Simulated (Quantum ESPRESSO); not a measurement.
# Cr: equation of state with r2SCAN

Cr:

```xyz
1
Lattice="-1.4844 1.4844 1.4844 1.4844 -1.4844 1.4844 1.4844 1.4844 -1.4844" Properties=species:S:1:pos:R:3 pbc="T T T"
Cr    0.0000    0.0000    0.0000
```

- Program: Quantum ESPRESSO 7.5
- Task: equation of state
- Functional: r2SCAN
- Potentials or basis: SG15 PBE 1.2
- Cutoff: 952 eV
- Density cutoff: 3810 eV
- k mesh: 9 × 9 × 9
- Occupations: fermi-dirac, width 0.05 eV
- Spin: collinear spin, ferromagnetic start
- Starting moments: [3.0] μB

```yaml
Equilibrium_volume: outside the volumes run
```

Energy against volume, from the lowest point:
```csv
volume (Å³/atom),energy (meV/atom)
12.299,0.00
12.561,37.14
12.823,80.28
13.084,128.70
13.870,639.63
```

All runs of the series together: 38 min on 2 threads of Arm Neoverse V1 (shared host).

Caveat: the k mesh is coarse; the potentials were made for another functional, which shifts forces and pressure.
